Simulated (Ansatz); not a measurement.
Pd in Ansatz: convergence with ecutfock ratio

Input of the first run (ecutfock ratio 1); the others differ in this setting and in those tied to it:

File input.yaml:

```yaml
crystal:
  lattice:
    - [0.0, 1.9465, 1.9465]
    - [1.9465, 0.0, 1.9465]
    - [1.9465, 1.9465, 0.0]
  atoms:
    - { symbol: Pd, position: [0.0, 0.0, 0.0] }
hamiltonian:
  xc: hse06
  pseudopotentials: { kind: paw, level: accurate }
kpoints:
  mp_grid: { grid: [6, 6, 6] }
scf:
  occupations: { method: cold, width: 0.05 }
  exx: { ecutfock_ratio: 1 }
output:
  forces: true
  stress: true
  eigenvalues: true
```

Potentials or basis: Ansatz PAW earlier set.

The run is started by

```console
$ ansatz run input.yaml --threads 2 --pin off --max-ram 5632MiB --backend cpu --events-out ev --progress --plain --runs-dir out
```

Hardware: 2 threads of Intel(R) Xeon(R) Platinum 8488C (Sapphire Rapids) (shared host).

Question: The values tried are 1, 2, 3, 4, loosest first. From which on does the energy stay within 1 meV/atom of the tightest run that finished?

Answer: From 2 on.

```tsv
ecutfock ratio	energy less the tightest run, at zero smearing (meV/atom)	SCF cycles	CPU time (s)	peak memory (GiB)
1	21.33	24	15	0.77
2	0.00	29	19	0.93
3	0.00	29	22	1
4	0.00	30	22	1
```

The tightest run that finished is the yardstick and may itself not be fully converged.

Caveat, for the tightest run too: the k mesh is coarse (spacing up to 0.47 Å⁻¹), so the values aren't converged, least of all with exact exchange.
